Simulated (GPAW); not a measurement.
# GaP (F-43m) in GPAW: reference runs

Aim: a first look at GaP with PBEsol, on the cell as given and on a disturbed one.

Program: GPAW 26.7.0. These are calculated values, not measurements. Logs are shortened: lines on timing, memory, paths and dates and some standing lists are left out, and cuts for length are marked. The log counts tension as positive stress, the text compression.

**Experimental background.**

From “Stacking defects in GaP nanowires: Electronic structure and optical properties”, 2018, arxiv:1810.01194, for a bulk crystal of GaP at 10 K: band gap 2.34 eV (indirect).

The results are compared with them further down.

### 1 The crystal as given

It takes space group F-43m (No. 216, cubic). Conventional cell: a = 5.451 Å, b = 5.451 Å, c = 5.451 Å, α = 90.00°, β = 90.00°, γ = 90.00°. Ga (site symmetry -43m) is surrounded by 4 P at 2.36 Å. P (site symmetry -43m) is surrounded by 4 Ga at 2.36 Å.

### 2 Single point, PBEsol

Contents of run.py:

```python
from ase import Atoms
from ase.dft.bandgap import bandgap
from ase.io import write
from ase.units import GPa
from gpaw import GPAW, PW, setup_paths

setup_paths.insert(0, '.')

atoms = Atoms(['Ga', 'P'],
              cell=[[0.0, 2.72525, 2.72525],
                    [2.72525, 0.0, 2.72525],
                    [2.72525, 2.72525, 0.0]],
              scaled_positions=[[0.0, 0.0, 0.0],
                                [0.75, 0.75, 0.75]],
              pbc=True)

calc = GPAW(mode=PW(600),
            xc='PBEsol',
            kpts={'size': (8, 8, 8), 'gamma': True},
            occupations={'name': 'fermi-dirac', 'width': 0.05},
            nbands=11,
            convergence={'density': 1e-05, 'energy': 1e-05},
            maxiter=150,
            txt='gpaw.txt')
atoms.calc = calc
energy = atoms.get_potential_energy()
forces = atoms.get_forces()
stress = atoms.get_stress()
calc.write('gs.gpw')
write('result.traj', atoms)
print(f'Energy: {energy:.6f} eV')
print('Forces (eV/A):')
print(forces.round(4))
print('Stress (GPa):', (stress / GPa).round(3))
print('Fermi level:', round(calc.get_fermi_level(), 4), 'eV')
print(f'Gap: {bandgap(calc)[0]:.4f} eV, direct: {bandgap(calc, direct=True)[0]:.4f} eV')
```

Potentials or basis: PAW data sets generated in the run's folder for this functional, pw.

On the command line:

```sh
> gpaw-setup -f PBEsol Ga P
> OMP_NUM_THREADS=1 python run.py
```

gpaw.txt:

```text
__  _  _
 | _ |_)|_||  |
 |__||  | ||/\| - 26.7.0

Input parameters:
  mode=PW(ecut=600.0),
  convergence={'density': 1e-05, 'energy': 1e-05},
  kpts=MonkhorstPack(size=(8, 8, 8), gamma=True),
  maxiter=150,
  nbands=11,
  occupations=Occupations(name='fermi-dirac', width=0.05),
  xc=XC(name='PBEsol')

Diagonalizing LCAO Hamiltonian
Converting LCAO to pw mode

                    P

       Ga

Atoms  # Å, Bohr magnetons
|   | symbol |        x |        y |        z |    initial magnetic moments |
|---|--------|----------|----------|----------|-----------------------------|
| 0 |     Ga | 0.000000 | 0.000000 | 0.000000 | ( 0.0000,  0.0000,  0.0000) |
| 1 |      P | 4.087875 | 4.087875 | 4.087875 | ( 0.0000,  0.0000,  0.0000) |

Unit cell  # Å
| periodic |        x |        y |        z |  lengths |    angles |
|----------|----------|----------|----------|----------|-----------|
|      yes | 0.000000 | 2.725250 | 2.725250 | 3.854086 | 60.000000 |
|      yes | 2.725250 | 0.000000 | 2.725250 | 3.854086 | 60.000000 |
|      yes | 2.725250 | 2.725250 | 0.000000 | 3.854086 | 60.000000 |

Number of symmetries: 24
Symmetry operations  # r_c * U_cc + t_c -> r_c
|    | kind |            matrix            |
|----|------|------------------------------|
|  0 |  E   |  1, 0, 0,  0, 1, 0,  0, 0, 1 |
|  1 |  σ   |  1, 0, 0,  0, 0, 1,  0, 1, 0 |
|  2 |  σ   |  1, 0,-1,  0, 1,-1,  0, 0,-1 |
|  3 |  C3  |  1, 0,-1,  0, 0,-1,  0, 1,-1 |
|  4 |  C3  |  1,-1, 0,  0,-1, 1,  0,-1, 0 |
|  5 |  σ   |  1,-1, 0,  0,-1, 0,  0,-1, 1 |
|  6 |  σ   |  0, 1, 0,  1, 0, 0,  0, 0, 1 |
|  7 |  C3  |  0, 1, 0,  0, 0, 1,  1, 0, 0 |
|  8 |  C2  |  0, 1,-1,  1, 0,-1,  0, 0,-1 |
|  9 |  S4  |  0, 1,-1,  0, 0,-1,  1, 0,-1 |
| 10 |  C3  |  0, 0, 1,  1, 0, 0,  0, 1, 0 |
| 11 |  σ   |  0, 0, 1,  0, 1, 0,  1, 0, 0 |
| 12 |  S4  |  0, 0,-1,  1, 0,-1,  0, 1,-1 |
| 13 |  C3  |  0, 0,-1,  0, 1,-1,  1, 0,-1 |
| 14 |  S4  |  0,-1, 1,  1,-1, 0,  0,-1, 0 |
| 15 |  C2  |  0,-1, 1,  0,-1, 0,  1,-1, 0 |
| 16 |  C3  |  0,-1, 0,  1,-1, 0,  0,-1, 1 |
| 17 |  S4  |  0,-1, 0,  0,-1, 1,  1,-1, 0 |
| 18 |  S4  | -1, 1, 0, -1, 0, 1, -1, 0, 0 |
| 19 |  C3  | -1, 1, 0, -1, 0, 0, -1, 0, 1 |
| 20 |  C3  | -1, 0, 1, -1, 1, 0, -1, 0, 0 |
| 21 |  S4  | -1, 0, 1, -1, 0, 0, -1, 1, 0 |
| 22 |  σ   | -1, 0, 0, -1, 1, 0, -1, 0, 1 |
| 23 |  C2  | -1, 0, 0, -1, 0, 1, -1, 1, 0 |

BZ-sampling:
  Number of BZ points: 512
  Number of IBZ points: 29

  Monkhorst-Pack size: [8, 8, 8]
  Monkhorst-Pack shift: [0.0625, 0.0625, 0.0625]

K-points  # in reciprocal-cell coordinates
|     |                                coordinates |     weight |
|-----|--------------------------------------------|------------|
|   0 | (  0.00000000,   0.00000000,   0.00000000) | 0.00195312 |
|   1 | (  0.12500000,   0.12500000,   0.00000000) | 0.01171875 |
|   2 | (  0.12500000,   0.12500000,   0.12500000) | 0.01562500 |
|   3 | (  0.25000000,   0.12500000,   0.12500000) | 0.02343750 |
|   4 | (  0.25000000,   0.25000000,   0.00000000) | 0.01171875 |
|   5 | (  0.25000000,   0.25000000,   0.12500000) | 0.04687500 |
|   6 | (  0.25000000,   0.25000000,   0.25000000) | 0.01562500 |
|   7 | (  0.37500000,   0.25000000,  -0.37500000) | 0.04687500 |
|   8 | (  0.37500000,   0.25000000,   0.12500000) | 0.04687500 |
|   9 | (  0.37500000,   0.25000000,   0.25000000) | 0.04687500 |
| ... |                                            |            |
|  28 | (  0.50000000,   0.50000000,   0.50000000) | 0.00781250 |

Plane wave coefficients: 1365
Cutoff: 600.0 eV

Spin-components: 1 (collinear spins)
Bands:           11
Projectors:      10
Spin-degeneracy: 2
Datatype:        complex128

Parallelization:
  kpt:    1
  domain: 1
  band:   1

Density:
  Valence electrons: 8.0
  Components: 1
  Grid points: [24 24 24]
  Charge: 0.0  # |e|

Potential:
  Grid points: [24 24 24]

species:
  Ga:
    name:    Gallium
    Z:       31.0
    valence: 3
    core:    28
    charge:  0.0  # [|e|]
    compensation charges:
      type: gauss
      rc: 0.37  # [Å]
      lmax: 2
    cutoffs:
      filter: 2.06  # [Å]
      core: 4.17  # [Å]
    projectors
    | kind |    occ | energy [eV] | rcut [Å] |
    |------|--------|-------------|----------|
    |   4s |  2.000 |      -8.959 |    1.164 |
    |   4p |  1.000 |      -2.572 |    1.164 |
    |    s |        |      18.252 |    1.164 |
    |    p |        |      24.640 |    1.164 |
    |    d |        |       0.000 |    1.164 |

    Using partial waves for Ga as LCAO basis

  P:
    name:    Phosphorus
    Z:       15.0
    valence: 5
    core:    10
    charge:  0.0  # [|e|]
    compensation charges:
      type: gauss
      rc: 0.30  # [Å]
      lmax: 2
    cutoffs:
      filter: 1.69  # [Å]
      core: 1.81  # [Å]
    projectors
    | kind |    occ | energy [eV] | rcut [Å] |
    |------|--------|-------------|----------|
    |   3s |  2.000 |     -13.916 |    0.953 |
    |   3p |  3.000 |      -5.479 |    0.953 |
    |    s |        |      13.296 |    0.953 |
    |    p |        |      21.732 |    0.953 |
    |    d |        |       0.000 |    0.953 |

    Using partial waves for P as LCAO basis

Reference energy: -62131.327136  # eV

eigensolver:
  PPCG
  Converge bands: occupied
  niter=2

density mixing:
  MSR1-Mixer
  Pratt-step length: 0.05
  Maximum mixing coefficient: 0.75
  Old densities: 10
  SVD Regularization: 0.005
  Good broyden scale: 1.0
  Trust region scale: 1.0
  Backstep threshold: 4.0
  History deletion threshold: 6.0
  Fourier metric: weight=20.0, sigma=0.015

occupation numbers:
  Fermi-Dirac:
    width: 0.0500  # eV

poisson solver:
  ecut: 4800.0  # eV

xc functional:
  name: PBEsol with 2 nearest neighbor stencil

convergence criteria:
[... 6 lines left out ...]
|iter     | |      energy | eigst |  dens |
|---------|-|-------------|-------|-------|
|iter:   1| |  -10.009641 | -0.28 |       |
|iter:   2| |   -9.977286 | -2.34 | -0.85 |
|iter:   3| |   -9.824938 | -1.95 | -0.88 |
|iter:   4| |   -9.824309 | -3.44 | -1.55 |
|iter:   5| |   -9.824410 | -4.44 | -2.10 |
|iter:   6| |   -9.824438 | -5.75 | -2.81 |
|iter:   7| |   -9.824438c| -7.36 | -3.89 |
|iter:   8| |   -9.824438c| -7.70c| -4.42 |
|iter:   9| |   -9.824438c| -8.72c| -5.31c|

Converged in 9 steps
Energy contributions relative to reference atoms: (reference = -62131.327136)

Energy contributions:
  Kinetic:          23.722164
  Coulomb:         -20.946737
  Zero:              0.010007
  External:          0.000000
  Xc:              -12.609872
  Entropy:          -0.000000
  Spinorbit:         0.000000
  ----------------------------
  Free energy:      -9.824438
  Extrapolated:     -9.824438

dipole moment: (-10.813290, -10.813290, -10.813290)  # |e|*Ang

Fermi level: 5.606
Eigenvalues  # (at kpt = [0.000, 0.000, 0.000])
| band index |      eig [eV] | occ [0-2] |
|------------|---------------|-----------|
|          0 |        -7.626 |     2.000 |
|          1 |         4.864 |     2.000 |
|          2 |         4.864 |     2.000 |
|          3 |         4.864 |     2.000 |
|          4 |         6.677 |     0.000 |
|          5 |         8.729 |     0.000 |
|          6 |         8.729 |     0.000 |
|          7 |         8.729 |     0.000 |
|          8 |        13.510 |     0.000 |
|          9 |        14.531 |     0.000 |
|         10 |        14.531 |     0.000 |

Gap: 1.527 eV
Transition (v -> c):
  (s=0, k=0, n=3, [0.00, 0.00, 0.00]) -> (s=0, k=24, n=4, [0.50, 0.50, 0.00])
Direct/indirect transitions are different
Direct gap: 1.813 eV
Transition at: (s=0, k=0, n=3, [0.00, 0.00, 0.00])

Forces  # eV/Ang
|       x |        y |        z |
|---------|----------|----------|
| 0.00000 | -0.00000 | -0.00000 |  # Ga   0
| 0.00000 |  0.00000 |  0.00000 |  # P    1

Stress tensor  # eV/Ang^3
|         x |         y |         z |
|-----------|-----------|-----------|
| -0.009639 |  0.000000 | -0.000000 |
|  0.000000 | -0.009639 |  0.000000 |
| -0.000000 |  0.000000 | -0.009639 |

# Writing to gs.gpw (mode='')
```

Wall time 18 s (1 thread of AMD EPYC 7R43 (Zen 3), shared host); peak memory 0.15 GiB.

Results:

```
Free energy            : -9.8244 eV
Pressure               : 1.5 GPa
Band gap on the k mesh : 1.53 eV, indirect (least direct gap 1.81 eV)
```

### 3 Single point, PBEsol (atoms moved at random, drawn with an rms of 0.05 Å)

run.py, as its differences from that of step 2:

```diff
@@ -12,4 +12,4 @@
                     [2.72525, 2.72525, 0.0]],
-              scaled_positions=[[0.0, 0.0, 0.0],
-                                [0.75, 0.75, 0.75]],
+              scaled_positions=[[-0.001386, -0.015723, 0.017407],
+                                [0.747624, 0.747128, 0.752814]],
               pbc=True)
```

Potentials or basis: PAW data sets generated in the run's folder for this functional, pw.

On the command line:

```sh
> gpaw-setup -f PBEsol Ga P
> OMP_NUM_THREADS=1 python run.py
```

It took 1.7 min on 1 thread of AMD EPYC 7R43 (Zen 3), shared host; peak memory 0.27 GiB.

The run converged. Its results:

```yaml
Free_energy: -9.8084 eV
Pressure: 1.7 GPa
Largest_force: 0.604 eV/Å
Band_gap_on_the_k_mesh: 1.32 eV, indirect (least direct gap 1.66 eV)
```

Forces on the atoms (eV/Å):
```
Ga  -0.101 -0.472  0.363
P    0.101  0.472 -0.363
```

Stress tensor (GPa, compression positive):
```
 1.71  1.20 -1.57
 1.20  1.62 -0.32
-1.57 -0.32  1.66
```

Levels at points of the mesh, in eV from the valence-band top:
```csv
k point,band 1,band 2,band 3,band 4,band 5,band 6,band 7
"(0.00, 0.00, 0.00)",-12.65,-0.34,-0.14,0.00,1.66,3.63,3.70
"(0.00, 0.00, 0.50)",-10.64,-6.99,-1.33,-1.18,1.57,4.49,4.69
"(0.00, 0.50, 0.00)",-10.76,-6.66,-1.39,-1.20,1.40,4.33,4.59
"(0.00, 0.50, 0.50)",-9.81,-6.93,-2.84,-2.84,1.37,1.59,10.42
"(0.50, 0.00, 0.00)",-10.70,-6.82,-1.42,-1.13,1.48,4.33,4.73
"(0.50, 0.00, 0.50)",-9.82,-6.92,-2.91,-2.79,1.32,1.64,10.38
"(0.50, 0.50, 0.00)",-9.82,-6.92,-2.89,-2.80,1.34,1.62,10.39
"(0.50, 0.50, 0.50)",-10.72,-6.78,-1.42,-1.13,1.46,4.31,4.71
```

 A k mesh can miss the band edges.

### 4 Comparison with measurements

Step 2. A measured gap of GaP is 2.34 eV (indirect; 10 K; quoted in “Stacking defects in GaP nanowires: Electronic structure and optical properties”, 2018, arxiv:1810.01194); the calculated 1.53 eV misses it by -0.81 eV. Spin-orbit coupling on Ga is left out. The value is that of PBEsol on a finite k mesh, which can miss the band edges, without temperature or zero-point motion. Semilocal functionals fall short of measured gaps as a rule.
